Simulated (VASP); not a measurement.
# Mo (P-1) in VASP: convergence with PREC

Aim: find how far PREC must go before the results for Mo settle, at r2SCAN. This setting moves, with any that are tied to it; all else stays.

Program: VASP 6.6.1. These are calculated values, not measurements. Logs are shortened: lines on timing, memory, paths and dates and some standing lists are left out, and cuts for length are marked.

### 1 The cell of the first run

The typed cell holds 1 atom: a = 2.755 Å, b = 2.681 Å, c = 2.765 Å, α = 107.36°, β = 110.66°, γ = 109.43°.

The cell isn't the ideal one: cell strained at random at fixed volume.

### 2 With PREC Low

File INCAR:

```
  PREC = Low
  ENCUT = 520
  EDIFF = 1E-6
  ISMEAR = 1
  SIGMA = 0.1
  LREAL = False
  LASPH = True
  NELM = 80
  ALGO = Normal
  ISIF = 2
  LWAVE = False
  LCHARG = False
  METAGGA = R2SCAN
  LMIXTAU = True
```

File KPOINTS:

```
regular mesh
0
Gamma
  9 9 9
```

File POSCAR:

```
Mo
1.0
   -1.6035680000      1.5652510000      1.6019970000
    1.5764020000     -1.5282970000      1.5378770000
    1.6493540000      1.5740840000     -1.5650430000
Mo
1
Direct
    0.0006790000      0.0014610000      0.0009690000
```

Potentials or basis: VASP PAW PBE potentials, release 64 (Mo_sv).

Started as:

```
$ cat potpaw_PBE.64/Mo_sv/POTCAR > POTCAR
$ mpirun -np 1 vasp_std > vasp.out
```

Wall time 48 s (1 thread of Intel Xeon Platinum 8488C (Sapphire Rapids), shared host); peak memory 0.16 GiB.

Results:

```yaml
Free_energy: -26.0731 eV
Pressure: -3.1 GPa
Band_gap_on_the_k_mesh: none (metal or under the smearing width)
```

### 3 With PREC Medium

Changes to INCAR since step 2:

```diff
@@ -1,2 +1,2 @@
-  PREC = Low
+  PREC = Medium
   ENCUT = 520
```

KPOINTS is that of step 2.

POSCAR is that of step 2.

Potentials or basis: VASP PAW PBE potentials, release 64 (Mo_sv).

Started as:

```
$ cat potpaw_PBE.64/Mo_sv/POTCAR > POTCAR
$ mpirun -np 1 vasp_std > vasp.out
```

It took 65 s on 1 thread of Intel Xeon Platinum 8488C (Sapphire Rapids), shared host; peak memory 0.16 GiB.

What came out:

- Free energy: -26.0740 eV
- Pressure: -3.2 GPa
- Band gap on the k mesh: none (metal or under the smearing width)

### 4 With PREC Single

Changes to INCAR since step 3:

```diff
@@ -1,2 +1,2 @@
-  PREC = Medium
+  PREC = Single
   ENCUT = 520
```

KPOINTS is that of step 3.

POSCAR is that of step 3.

Started as:

```
$ cat potpaw_PBE.64/Mo_sv/POTCAR > POTCAR
$ mpirun -np 1 vasp_std > vasp.out
```

Run time: 3.9 min. Hardware: 1 thread of Intel Xeon Platinum 8488C (Sapphire Rapids), shared host; peak memory 0.16 GiB.

What came out:

```
Free energy            : -26.0742 eV
Pressure               : -3.2 GPa
Band gap on the k mesh : none (metal or under the smearing width)
```

### 5 With PREC Normal

Changes to INCAR since step 4:

```diff
@@ -1,2 +1,2 @@
-  PREC = Single
+  PREC = Normal
   ENCUT = 520
```

KPOINTS is that of step 4.

POSCAR is that of step 4.

Started as:

```
$ cat potpaw_PBE.64/Mo_sv/POTCAR > POTCAR
$ mpirun -np 1 vasp_std > vasp.out
```

Wall time 68 s (1 thread of Intel Xeon Platinum 8488C (Sapphire Rapids), shared host); peak memory 0.16 GiB.

What came out:

* Free energy: -26.0743 eV
* Pressure: -3.2 GPa
* Band gap on the k mesh: none (metal or under the smearing width)

### 6 With PREC High

Changes to INCAR since step 5:

```diff
@@ -1,2 +1,2 @@
-  PREC = Normal
+  PREC = High
   ENCUT = 520
```

KPOINTS is that of step 5.

POSCAR is that of step 5.

Potentials or basis: VASP PAW PBE potentials, release 64 (Mo_sv).

Started as:

```
$ cat potpaw_PBE.64/Mo_sv/POTCAR > POTCAR
$ mpirun -np 1 vasp_std > vasp.out
```

Wall time 3.3 min (1 thread of Intel Xeon Platinum 8488C (Sapphire Rapids), shared host); peak memory 0.16 GiB.

Results:

| Item | Value |
| --- | --- |
| Free energy | -26.0743 eV |
| Pressure | -3.2 GPa |
| Band gap on the k mesh | none (metal or under the smearing width) |

### 7 With PREC Accurate

Changes to INCAR since step 6:

```diff
@@ -1,2 +1,2 @@
-  PREC = High
+  PREC = Accurate
   ENCUT = 520
```

KPOINTS is that of step 6.

POSCAR is that of step 6.

Potentials or basis: VASP PAW PBE potentials, release 64 (Mo_sv).

Started as:

```
$ cat potpaw_PBE.64/Mo_sv/POTCAR > POTCAR
$ mpirun -np 1 vasp_std > vasp.out
```

OUTCAR:

```text
PREC = Accurate
   ENCUT = 520
   EDIFF = 1E-6
   ISMEAR = 1
   LREAL = False
   LASPH = True
   NELM = 80
   ISIF = 2
   METAGGA = R2SCAN

 ion  position               nearest neighbor table
   1  0.001  0.001  0.001-

  LATTYP: Found a triclinic cell.
 ALAT       =     2.7654056932
 B/A-ratio  =     1.1666264097
 C/A-ratio  =     1.1355328333
 COS(alpha) =     0.0169023708
 COS(beta)  =     0.5643370232
 COS(gamma) =     0.6091864119

  Lattice vectors:

 A1 = (   1.6493540000,   1.5740840000,  -1.5650430000)
 A2 = (   3.2257560000,   0.0457870000,  -0.0271660000)
 A3 = (   0.0271660000,  -0.0369540000,  -3.1398740000)

Analysis of symmetry for initial positions (statically):
=====================================================================
 Subroutine PRICEL returns:
 Original cell was already a primitive cell.

 Routine SETGRP: Setting up the symmetry group for a
 triclinic supercell.

 Subroutine GETGRP returns: Found  2 space group operations
 (whereof  1 operations were pure point group operations)
 out of a pool of  2 trial point group operations.

The static configuration has the point symmetry C_1 .
 The point group associated with its full space group is S_2 .

Analysis of symmetry for dynamics (positions and initial velocities):
=====================================================================
 Subroutine PRICEL returns:
 Original cell was already a primitive cell.

 Routine SETGRP: Setting up the symmetry group for a
 triclinic supercell.

[... 145 lines left out ...]
  ext. energy  EPLUGINS =         0.00000000
  ---------------------------------------------------
  free energy    TOTEN  =       -26.07425587 eV

  energy without entropy =      -26.07412571  energy(sigma->0) =      -26.07421248

 E-fermi :  12.3289     XC(G=0): -14.5321

 val. band max:       12.3282826579   @ k =   0.1111  -0.2222   0.1111
 cond. band min:      12.3341423901   @ k =  -0.2222   0.1111   0.2222
 fundamental gap:      0.0058597323
 Fermi energy:        12.3288832141

 k-point     1 :       0.0000    0.0000    0.0000
  band No.  band energies     occupation
      1     -50.9490      2.00000
      2     -23.5038      2.00000
      3     -23.4849      2.00000
      4     -23.3790      2.00000
      5       4.6785      2.00000
      6      10.4644      2.00000
      7      10.9500      2.00000
      8      11.2276      2.00000
      9      13.9820     -0.00000
     10      14.3863      0.00000
     11      27.2263      0.00000
[... 309 lines left out ...]
 k-point    24 :      -0.0000    0.3333    0.0000
  band No.  band energies     occupation
      1     -50.7315      2.00000
      2     -24.5712      2.00000
      3     -23.8107      2.00000
      4     -23.4809      2.00000
      5       7.0716      2.00000
      6       9.4077      2.00000
      7      11.5351      2.00000
      8      13.6392     -0.00000
      9      14.3986      0.00000
     10      14.9588      0.00000
     11      26.1939      0.00000

 [... further k-points ...]

------------------------ aborting loop because EDIFF is reached ----------------------------------------

  FORCE on cell =-STRESS in cart. coord.  units (eV):
  Direction    XX          YY          ZZ          XY          YZ          ZX
  --------------------------------------------------------------------------------------
  -------------------------------------------------------------------------------------
  Total       -0.9111479     -0.0241425     -0.0235813     -0.2356059     -0.1793908      0.1196729
  in kB      -91.8609801     -2.4340217     -2.3774396    -23.7535386    -18.0859942     12.0652960
  external PRESSURE =     -32.2241471 kB  Pullay stress =       0.0000000 kB

 VOLUME and BASIS-vectors are now :
 -----------------------------------------------------------------------------
  energy-cutoff  :      520.00
  volume of cell :       15.89
      direct lattice vectors                 reciprocal lattice vectors
    -1.603568000  1.565251000  1.601997000    -0.001818382  0.314860158  0.314762713
     1.576402000 -1.528297000  1.537877000     0.312829056 -0.008344475  0.321288904
     1.649354000  1.574084000 -1.565043000     0.305537654  0.314095046 -0.001053174

 POSITION                                       TOTAL-FORCE (eV/Angst)
 -----------------------------------------------------------------------------------
      0.00281      0.00036      0.00182         0.000000      0.000000     -0.000000
 -----------------------------------------------------------------------------------
    total drift:                               -0.000005      0.000001     -0.000003

  FREE ENERGIE OF THE ION-ELECTRON SYSTEM (eV)
  ---------------------------------------------------
  free  energy   TOTEN  =       -26.0742558675 eV

  energy  without entropy=      -26.0741257078  energy(sigma->0) =      -26.07421248
```

It took 3.3 min on 1 thread of Intel Xeon Platinum 8488C (Sapphire Rapids), shared host; peak memory 0.18 GiB.

Results:

| Property | Result |
| --- | --- |
| Free energy | -26.0743 eV |
| Pressure | -3.2 GPa |
| Band gap on the k mesh | none (metal or under the smearing width) |

### 8 Summary

```
    PREC  energy less the tightest run, at zero smearing (meV/atom)  pressure (GPa)  SCF cycles  CPU time (s)  peak memory (GiB)
     Low                                                       1.13           -3.10          15            47               0.16
  Medium                                                       0.23           -3.18          15            64               0.16
  Single                                                       0.04           -3.21          15           230               0.16
  Normal                                                      -0.03           -3.22          15            67               0.16
    High                                                      -0.08           -3.22          15           200               0.16
Accurate                                                       0.00           -3.22          15           200               0.18
```

Against the tightest run, the energy stays within 1 meV/atom from Medium on; the pressure stays within 0.1 GPa from Medium on. The tightest run that finished is the yardstick and may itself not be fully converged.

Caveats: the PAW data sets were made with another functional, which shifts forces and pressure a little.
